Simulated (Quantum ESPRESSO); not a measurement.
## CuO under changes of volume

One of the cells (10.729 Å³/atom); the others are scaled copies at fixed shape and fractional positions:

```
CELL_PARAMETERS angstrom
2.87950 0.00000 0.00000
0.03907 2.87928 0.00000
0.01750 0.01724 5.17634
ATOMIC_POSITIONS crystal
Cu 0.00000 0.50000 0.00000
Cu 0.50000 0.00000 0.50000
O 0.99842 0.00167 0.74989
O 0.00158 0.99833 0.25011
```

The cell comes from a database or a generator and needn't be the stable form of this composition.

* Program: Quantum ESPRESSO 7.5
* Functional: PBEsol
* Potentials or basis: GBRV 1.5 PBEsol
* Cutoff: 762 eV
* Density cutoff: 6095 eV
* k mesh: 5 × 5 × 3
* Occupations: fermi-dirac, width 0.05 eV
* Spin: no spin polarisation

```csv
volume (Å³/atom),energy over the lowest point (meV/atom),pressure (GPa)
10.085,17.78,10.5
10.300,6.37,6.0
10.515,0.63,1.9
10.729,0.00,-1.7
10.944,3.90,-4.9
11.158,?,?
11.373,23.45,-10.3
```

Question: What does the run at 11.158 Å³/atom give?

Answer: Energy over the lowest point 11.87 meV/atom; pressure -7.8 GPa.

Worked out: A Birch-Murnaghan fit of order 3 (a polynomial in V^(-2/3)) to the other rows has its minimum at 10.65 Å³/atom with B0 = V·E''(V) = 175 GPa and B' = 4.5 at fixed shape and positions, which overstates the stiffness. It gives 11.83 meV/atom at 11.158 Å³/atom, against the run's 11.87, and -dE/dV = -7.3 GPa, against -7.8.

Energies are extrapolated to zero smearing.

Caveats: all runs use coarse meshes; the run has no spin polarisation, though such a crystal can be magnetic.
